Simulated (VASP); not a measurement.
# TiCo (Pm-3m) in VASP: equation of state

Aim: energy against volume of TiCo in PBE, for its equilibrium volume and stiffness.

Program: VASP 6.6.1. These are calculated values, not measurements. Logs are shortened: lines on timing, memory, paths and dates and some standing lists are left out, and cuts for length are marked.

## Step 1: The crystal as given

The structure is cubic, space group Pm-3m (No. 221). The conventional cell has a = 2.986 Å, b = 2.986 Å, c = 2.986 Å, α = 90.00°, β = 90.00°, γ = 90.00°. Co (site symmetry m-3m) has 8 Ti at 2.59 Å as nearest neighbours. Around Ti (site symmetry m-3m) lie 8 Co at 2.59 Å.

The cell comes from a database or a generator and needn't be the stable form of this composition.

## Step 2: Equation of state, PBE, collinear spin, ferromagnetic start, 12.51 Å³/atom (volume scaled by 0.94)

INCAR reads:

```
PREC = Accurate ; ENCUT = 520
EDIFF = 1E-7 ; ISMEAR = -1
SIGMA = 0.05 ; LREAL = F
LASPH = T ; NELM = 150
ALGO = Normal ; ISIF = 2
LWAVE = F ; LCHARG = F
ISPIN = 2 ; MAGMOM = 2 1
LORBIT = 11 ; LMAXMIX = 4
GGA = PE ; NBANDS = 22
```

KPOINTS reads:

```
regular mesh
0
Gamma
  9 9 9
```

POSCAR reads:

```
TiCo
1.0
    2.9251528449      0.0000000000      0.0000000000
    0.0000000000      2.9251528449      0.0000000000
    0.0000000000      0.0000000000      2.9251528449
Co Ti
1 1
Direct
    0.5000000000      0.5000000000      0.5000000000
    0.0000000000      0.0000000000      0.0000000000
```

Potentials or basis: VASP PAW PBE potentials, release 64 (Co, Ti_sv).

On the command line:

```bash
$ cat potpaw_PBE.64/Co/POTCAR potpaw_PBE.64/Ti_sv/POTCAR > POTCAR
$ mpirun -np 1 vasp_std > vasp.out
```

OUTCAR:

```text
PREC = Accurate
   ENCUT = 520
   EDIFF = 1E-7
   ISMEAR = -1
   LREAL = F
   LASPH = T
   NELM = 150
   ISIF = 2
   ISPIN = 2
   LORBIT = 11
   GGA = PE

 ion  position               nearest neighbor table
   1  0.500  0.500  0.500-   2 2.53   2 2.53   2 2.53   2 2.53   2 2.53   2 2.53   2 2.53   2 2.53

   2  0.000  0.000  0.000-   1 2.53   1 2.53   1 2.53   1 2.53   1 2.53   1 2.53   1 2.53   1 2.53

  LATTYP: Found a simple cubic cell.
 ALAT       =     2.9251528449

  Lattice vectors:

 A1 = (   2.9251528449,   0.0000000000,   0.0000000000)
 A2 = (   0.0000000000,   2.9251528449,   0.0000000000)
 A3 = (   0.0000000000,   0.0000000000,   2.9251528449)

Analysis of symmetry for initial positions (statically):
=====================================================================
 Subroutine PRICEL returns:
 Original cell was already a primitive cell.

 Routine SETGRP: Setting up the symmetry group for a
 simple cubic supercell.

 Subroutine GETGRP returns: Found 48 space group operations
 (whereof 48 operations were pure point group operations)
 out of a pool of 48 trial point group operations.

The static configuration has the point symmetry O_h .

Analysis of symmetry for dynamics (positions and initial velocities):
=====================================================================
 Subroutine PRICEL returns:
 Original cell was already a primitive cell.

 Routine SETGRP: Setting up the symmetry group for a
 simple cubic supercell.

 Subroutine GETGRP returns: Found 48 space group operations
 (whereof 48 operations were pure point group operations)
 out of a pool of 48 trial point group operations.

The dynamic configuration has the point symmetry O_h .

Analysis of structural, dynamic, and magnetic symmetry:
=====================================================================
 Subroutine PRICEL returns:
 Original cell was already a primitive cell.

 Routine SETGRP: Setting up the symmetry group for a
 simple cubic supercell.

 Subroutine GETGRP returns: Found 48 space group operations
 (whereof 48 operations were pure point group operations)
 out of a pool of 48 trial point group operations.

The overall configuration has the point symmetry O_h .

 Subroutine INISYM returns: Found 48 space group operations
 (whereof 48 operations are pure point group operations),
 and found     1 'primitive' translations

----------------------------------------------------------------------------------------

                                     Primitive cell

  volume of cell :      25.0291

  direct lattice vectors                    reciprocal lattice vectors
     2.925152845  0.000000000  0.000000000     0.341862478  0.000000000  0.000000000
     0.000000000  2.925152845  0.000000000     0.000000000  0.341862478  0.000000000
     0.000000000  0.000000000  2.925152845     0.000000000  0.000000000  0.341862478

  length of vectors
     2.925152845  2.925152845  2.925152845     0.341862478  0.341862478  0.341862478

  position of ions in fractional coordinates (direct lattice)
     0.500000000  0.500000000  0.500000000
     0.000000000  0.000000000  0.000000000

  ion indices of the primitive-cell ions
   primitive index   ion index
                 1           1
                 2           2

----------------------------------------------------------------------------------------

 KPOINTS: regular mesh

Automatic generation of k-mesh.
 Grid dimensions read from file:
 generate k-points for:    9    9    9

 Generating k-lattice:

  Cartesian coordinates                     Fractional coordinates (reciprocal lattice)
     0.037984720  0.000000000  0.000000000     0.111111111  0.000000000  0.000000000
     0.000000000  0.037984720  0.000000000     0.000000000  0.111111111  0.000000000
     0.000000000  0.000000000  0.037984720     0.000000000  0.000000000  0.111111111

  Length of vectors
     0.037984720  0.037984720  0.037984720

  Shift w.r.t. Gamma in fractional coordinates (k-lattice)
     0.000000000  0.000000000  0.000000000

 Subroutine IBZKPT returns following result:
 ===========================================

 Found     35 irreducible k-points:

 Following reciprocal coordinates:
            Coordinates               Weight
  0.000000  0.000000  0.000000      1.000000
  0.111111  0.000000  0.000000      6.000000
  0.222222  0.000000  0.000000      6.000000
  0.333333  0.000000  0.000000      6.000000
  0.444444  0.000000  0.000000      6.000000
  0.111111  0.111111  0.000000     12.000000
[... 27 lines left out ...]
  0.444444  0.444444  0.333333     24.000000
  0.444444  0.444444  0.444444      8.000000
   k-points           NKPTS =     35   k-points in BZ     NKDIM =     35   number of bands    NBANDS=     22
   number of dos      NEDOS =    301   number of ions     NIONS =      2
   total plane-waves  NPLWV =  13824
   dimension x,y,z NGX =    24 NGY =   24 NGZ =   24
   dimension x,y,z NGXF=    48 NGYF=   48 NGZF=   48
[... 75 lines left out ...]
      1     -46.3159      1.00000
      2     -22.4374      1.00000
      3     -22.3900      1.00000
      4     -22.3900      1.00000
      5       3.0721      1.00000
      6       6.4700      1.00000
[... 14 lines left out ...]
     21      31.6469      0.00000
     22      32.2862      0.00000

 k-point     3 :       0.2222    0.0000    0.0000
  band No.  band energies     occupation
      1     -46.3037      1.00000
      2     -22.5485      1.00000
      3     -22.3820      1.00000
      4     -22.3820      1.00000
      5       3.8082      1.00000
      6       6.7728      1.00000
[... 14 lines left out ...]
     21      30.8277      0.00000
     22      32.1427      0.00000
[... 751 lines left out ...]
 k-point    34 :       0.4444    0.4444    0.3333
  band No.  band energies     occupation
      1     -46.2164      1.00000
      2     -22.6689      1.00000
      3     -22.6683      1.00000
      4     -22.5878      1.00000
      5       7.4998      1.00000
      6       7.6082      1.00000
[... 14 lines left out ...]
     21      23.6354      0.00000
     22      27.6138      0.00000

 k-point    35 :       0.4444    0.4444    0.4444
  band No.  band energies     occupation
      1     -46.2080      1.00000
      2     -22.6611      1.00000
      3     -22.6609      1.00000
      4     -22.6609      1.00000
      5       7.7546      1.00000
      6       7.8879      1.00000
[... 14 lines left out ...]
     21      22.2934      0.00000
     22      26.0872      0.00000
 Fermi energy:        10.7880444721

 spin component 2

 k-point     1 :       0.0000    0.0000    0.0000
  band No.  band energies     occupation
      1     -46.3193      1.00000
      2     -22.3920      1.00000
      3     -22.3920      1.00000
      4     -22.3920      1.00000
      5       2.8126      1.00000
      6       6.8508      1.00000
[... 14 lines left out ...]
     21      31.5681      0.00000
     22      32.0992      0.00000

 k-point     2 :       0.1111    0.0000    0.0000
  band No.  band energies     occupation
      1     -46.3144      1.00000
      2     -22.4367      1.00000
      3     -22.3889      1.00000
      4     -22.3889      1.00000
      5       3.0707      1.00000
      6       6.9739      1.00000
[... 14 lines left out ...]
     21      31.5622      0.00000
     22      32.2142      0.00000

 k-point     3 :       0.2222    0.0000    0.0000
  band No.  band energies     occupation
      1     -46.3021      1.00000
      2     -22.5486      1.00000
      3     -22.3809      1.00000
      4     -22.3809      1.00000
      5       3.8089      1.00000
      6       7.2630      1.00000
[... 14 lines left out ...]
     21      30.7373      0.00000
     22      32.1128      0.00000
[... 751 lines left out ...]
 k-point    34 :       0.4444    0.4444    0.3333
  band No.  band energies     occupation
      1     -46.2142      1.00000
      2     -22.6702      1.00000
      3     -22.6697      1.00000
      4     -22.5886      1.00000
      5       7.7061      1.00000
      6       7.9160      1.00000
[... 14 lines left out ...]
     21      23.6752      0.00000
     22      27.5773      0.00000

 k-point    35 :       0.4444    0.4444    0.4444
  band No.  band energies     occupation
      1     -46.2058      1.00000
      2     -22.6624      1.00000
      3     -22.6622      1.00000
      4     -22.6622      1.00000
      5       8.0379      1.00000
      6       8.2171      1.00000
[... 14 lines left out ...]
     21      22.3386      0.00000
     22      26.0527      0.00000

------------------------ aborting loop because EDIFF is reached ----------------------------------------

  FORCE on cell =-STRESS in cart. coord.  units (eV):
  Direction    XX          YY          ZZ          XY          YZ          ZX
  --------------------------------------------------------------------------------------
  -------------------------------------------------------------------------------------
  Total        1.5679142      1.5679142      1.5679142     -0.0000000     -0.0000000     -0.0000000
  in kB      100.3661331    100.3661331    100.3661331     -0.0000000     -0.0000000     -0.0000000
  external PRESSURE =     100.3661331 kB  Pullay stress =       0.0000000 kB

 VOLUME and BASIS-vectors are now :
 -----------------------------------------------------------------------------
  energy-cutoff  :      520.00
  volume of cell :       25.03
      direct lattice vectors                 reciprocal lattice vectors
     2.925152845  0.000000000  0.000000000     0.341862478  0.000000000  0.000000000
     0.000000000  2.925152845  0.000000000     0.000000000  0.341862478  0.000000000
     0.000000000  0.000000000  2.925152845     0.000000000  0.000000000  0.341862478

 POSITION                                       TOTAL-FORCE (eV/Angst)
 -----------------------------------------------------------------------------------
      1.46258      1.46258      1.46258         0.000000      0.000000      0.000000
      0.00000      0.00000      0.00000         0.000000      0.000000      0.000000
 -----------------------------------------------------------------------------------
    total drift:                                0.000000      0.000000     -0.000000

  FREE ENERGIE OF THE ION-ELECTRON SYSTEM (eV)
  ---------------------------------------------------
  free  energy   TOTEN  =       -15.6413683873 eV

  energy  without entropy=      -15.6249074577  energy(sigma->0) =      -15.63313792

 total charge

# of ion       s       p       d       tot
------------------------------------------
    1        0.549   0.493   7.359   8.400
    2        2.262   6.201   1.915  10.378
--------------------------------------------------
tot          2.810   6.694   9.274  18.778

 magnetization (x)

# of ion       s       p       d       tot
------------------------------------------
    1        0.024  -0.005   0.687   0.706
    2       -0.002  -0.010  -0.001  -0.013
--------------------------------------------------
tot          0.022  -0.016   0.686   0.692
```

Wall time 32 s (1 thread of Intel Xeon Platinum 8488C (Sapphire Rapids), shared host); peak memory 0.16 GiB.

What came out:

```yaml
Free_energy: -15.6414 eV
Pressure: 10.0 GPa
Band_gap_on_the_k_mesh: none (metal or under the smearing width)
Net_moment: 0.66 μB per cell
Site_moments: Co +0.71; Ti -0.01 μB
Valence_electrons_inside_the_program's_atomic_spheres: Co 8.40; Ti 10.38
```

## Step 3: Equation of state, PBE, collinear spin, ferromagnetic start, 12.78 Å³/atom (volume scaled by 0.96)

INCAR reads:

```
SYSTEM = TiCo
ALGO = Normal
EDIFF = 1E-7
ENCUT = 520
GGA = PE
ISIF = 2
ISMEAR = -1
ISPIN = 2
LASPH = .True.
LCHARG = .False.
LMAXMIX = 4
LORBIT = 11
LREAL = .False.
LWAVE = .False.
MAGMOM = 2 1
NBANDS = 22
NELM = 100
PREC = Accurate
SIGMA = 0.05
```

KPOINTS reads:

```
k-points
0
Gamma
  9 9 9
  0 0 0
```

POSCAR reads:

```
TiCo
1.0
    2.9457531915      0.0000000000      0.0000000000
    0.0000000000      2.9457531915      0.0000000000
    0.0000000000      0.0000000000      2.9457531915
Co Ti
1 1
Direct
    0.5000000000      0.5000000000      0.5000000000
    0.0000000000      0.0000000000      0.0000000000
```

Potentials or basis: VASP PAW PBE potentials, release 64 (Co, Ti_sv).

On the command line:

```bash
$ cat potpaw_PBE.64/Co/POTCAR potpaw_PBE.64/Ti_sv/POTCAR > POTCAR
$ mpirun -np 1 vasp_std > vasp.out
```

Wall time 28 s (1 thread of Intel Xeon Platinum 8488C (Sapphire Rapids), shared host); peak memory 0.16 GiB.

It converged, with:

| Quantity | Value |
| --- | --- |
| Free energy | -15.6679 eV |
| Pressure | 5.9 GPa |
| Band gap on the k mesh | none (metal or under the smearing width) |
| Net moment | 0.70 μB per cell |
| Site moments | Co +0.76; Ti -0.02 μB |
| Valence electrons inside the program's atomic spheres | Co 8.36; Ti 10.35 |

## Step 4: Equation of state, PBE, collinear spin, ferromagnetic start, 13.05 Å³/atom (volume scaled by 0.98)

INCAR reads:

```
PREC = Accurate ; ENCUT = 520
EDIFF = 1E-7 ; ISMEAR = -1
SIGMA = 0.05 ; LREAL = F
LASPH = T ; NELM = 120
ALGO = Normal ; ISIF = 2
LWAVE = F ; LCHARG = F
ISPIN = 2 ; MAGMOM = 2 1
LORBIT = 11 ; LMAXMIX = 4
GGA = PE ; NBANDS = 22
```

KPOINTS reads:

```
Automatic mesh
0
Gamma
  9 9 9
```

POSCAR reads:

```
TiCo
1.0
    2.9660693728      0.0000000000      0.0000000000
    0.0000000000      2.9660693728      0.0000000000
    0.0000000000      0.0000000000      2.9660693728
Co Ti
1 1
Direct
    0.5000000000      0.5000000000      0.5000000000
    0.0000000000      0.0000000000      0.0000000000
```

On the command line:

```bash
$ cat potpaw_PBE.64/Co/POTCAR potpaw_PBE.64/Ti_sv/POTCAR > POTCAR
$ mpirun -np 1 vasp_std > vasp.out
```

It took 28 s on 1 thread of Intel Xeon Platinum 8488C (Sapphire Rapids), shared host; peak memory 0.16 GiB.

The run converged. Its results:

```yaml
Free_energy: -15.6814 eV
Pressure: 2.2 GPa
Band_gap_on_the_k_mesh: none (metal or under the smearing width)
Net_moment: 0.75 μB per cell
Site_moments: Co +0.82; Ti -0.02 μB
Valence_electrons_inside_the_program's_atomic_spheres: Co 8.32; Ti 10.31
```

## Step 5: Equation of state, PBE, collinear spin, ferromagnetic start, 13.58 Å³/atom (volume scaled by 1.02)

INCAR reads:

```
SYSTEM = TiCo
PREC     = Accurate       ! precision mode
ENCUT    = 520            ! plane-wave cutoff, eV
EDIFF    = 1E-7           ! SCF threshold, eV
ISMEAR   = -1             ! smearing method
SIGMA    = 0.05           ! smearing width, eV
LREAL    = .FALSE.        ! projectors in reciprocal space
LASPH    = .TRUE.         ! aspherical terms in the spheres
NELM     = 120            ! most SCF steps
ALGO     = Normal         ! electronic algorithm
ISIF     = 2              ! what is computed and relaxed
LWAVE    = .FALSE.        ! write WAVECAR
LCHARG   = .FALSE.        ! write CHGCAR
ISPIN    = 2              ! spin polarisation
MAGMOM   = 2 1            ! initial moments
LORBIT   = 11             ! projections on sites
LMAXMIX  = 4              ! l up to which the mixer works
GGA      = PE             ! functional
NBANDS   = 22             ! bands
```

KPOINTS reads:

```
Automatic mesh
0
G
  9 9 9
  0 0 0
```

POSCAR reads:

```
TiCo
1.0
    3.0058871358      0.0000000000      0.0000000000
    0.0000000000      3.0058871358      0.0000000000
    0.0000000000      0.0000000000      3.0058871358
Co Ti
1 1
Direct
    0.5000000000      0.5000000000      0.5000000000
    0.0000000000      0.0000000000      0.0000000000
```

On the command line:

```bash
$ cat potpaw_PBE.64/Co/POTCAR potpaw_PBE.64/Ti_sv/POTCAR > POTCAR
$ mpirun -np 1 vasp_std > vasp.out
```

Wall time 29 s (1 thread of Intel Xeon Platinum 8488C (Sapphire Rapids), shared host); peak memory 0.16 GiB.

The run converged. Its results:

```
Free energy                                           : -15.6747 eV
Pressure                                              : -4.1 GPa
Band gap on the k mesh                                : none (metal or under the smearing width)
Net moment                                            : 0.82 μB per cell
Site moments                                          : Co +0.92; Ti -0.04 μB
Valence electrons inside the program's atomic spheres : Co 8.26; Ti 10.26
```

## Step 6: Equation of state, PBE, collinear spin, ferromagnetic start, 13.85 Å³/atom (volume scaled by 1.04)

INCAR reads:

```
  ALGO = Normal
  EDIFF = 1E-7
  ENCUT = 520
  GGA = PE
  ISIF = 2
  ISMEAR = -1
  ISPIN = 2
  LASPH = T
  LCHARG = F
  LMAXMIX = 4
  LORBIT = 11
  LREAL = F
  LWAVE = F
  MAGMOM = 2 1
  NBANDS = 22
  NELM = 120
  PREC = Accurate
  SIGMA = 0.05
```

KPOINTS reads:

```
k-points
0
Gamma
  9 9 9
```

POSCAR reads:

```
TiCo
1.0
    3.0254064304      0.0000000000      0.0000000000
    0.0000000000      3.0254064304      0.0000000000
    0.0000000000      0.0000000000      3.0254064304
Co Ti
1 1
Direct
    0.5000000000      0.5000000000      0.5000000000
    0.0000000000      0.0000000000      0.0000000000
```

Potentials or basis: VASP PAW PBE potentials, release 64 (Co, Ti_sv).

On the command line:

```bash
$ cat potpaw_PBE.64/Co/POTCAR potpaw_PBE.64/Ti_sv/POTCAR > POTCAR
$ mpirun -np 1 vasp_std > vasp.out
```

It took 29 s on 1 thread of Intel Xeon Platinum 8488C (Sapphire Rapids), shared host; peak memory 0.17 GiB.

Results (log left out):

```
Free energy                                           : -15.6567 eV
Pressure                                              : -6.8 GPa
Band gap on the k mesh                                : none (metal or under the smearing width)
Net moment                                            : 0.84 μB per cell
Site moments                                          : Co +0.96; Ti -0.05 μB
Valence electrons inside the program's atomic spheres : Co 8.22; Ti 10.23
```

## Step 7: Equation of state, PBE, collinear spin, ferromagnetic start, 14.11 Å³/atom (volume scaled by 1.06)

INCAR reads:

```
SYSTEM = TiCo
PREC     = Accurate       ! precision mode
ENCUT    = 520            ! plane-wave cutoff, eV
EDIFF    = 1E-7           ! SCF threshold, eV
ISMEAR   = -1             ! smearing method
SIGMA    = 0.05           ! smearing width, eV
LREAL    = .FALSE.        ! projectors in reciprocal space
LASPH    = .TRUE.         ! aspherical terms in the spheres
NELM     = 120            ! most SCF steps
ALGO     = Normal         ! electronic algorithm
ISIF     = 2              ! what is computed and relaxed
LWAVE    = .FALSE.        ! write WAVECAR
LCHARG   = .FALSE.        ! write CHGCAR
ISPIN    = 2              ! spin polarisation
MAGMOM   = 2 1            ! initial moments
LORBIT   = 11             ! projections on sites
LMAXMIX  = 4              ! l up to which the mixer works
GGA      = PE             ! functional
NBANDS   = 22             ! bands
```

KPOINTS reads:

```
Automatic mesh
0
G
  9 9 9
  0 0 0
```

POSCAR reads:

```
TiCo
1.0
    3.0446770546      0.0000000000      0.0000000000
    0.0000000000      3.0446770546      0.0000000000
    0.0000000000      0.0000000000      3.0446770546
Co Ti
1 1
Direct
    0.5000000000      0.5000000000      0.5000000000
    0.0000000000      0.0000000000      0.0000000000
```

On the command line:

```bash
$ cat potpaw_PBE.64/Co/POTCAR potpaw_PBE.64/Ti_sv/POTCAR > POTCAR
$ mpirun -np 1 vasp_std > vasp.out
```

Wall time 32 s (1 thread of Intel Xeon Platinum 8488C (Sapphire Rapids), shared host); peak memory 0.16 GiB.

It converged, with:

| Item | Value |
| --- | --- |
| Free energy | -15.6302 eV |
| Pressure | -9.2 GPa |
| Band gap on the k mesh | none (metal or under the smearing width) |
| Net moment | 0.86 μB per cell |
| Site moments | Co +1.00; Ti -0.07 μB |
| Valence electrons inside the program's atomic spheres | Co 8.20; Ti 10.21 |

## Step 8: Equation of state, PBE, collinear spin, ferromagnetic start

This step only gathers the single runs of the series.

What came out:

- Equilibrium volume: 13.23 Å³/atom
- Bulk modulus: 162 GPa
- Pressure derivative of the bulk modulus: 4.2

Energy against volume, from the lowest point:
| volume (Å³/atom) | energy (meV/atom) |
| --- | --- |
| 12.515 | 20.94 |
| 12.781 | 7.69 |
| 13.047 | 0.94 |
| 13.313 | 0.00 |
| 13.580 | 4.27 |
| 13.846 | 13.27 |
| 14.112 | 26.54 |
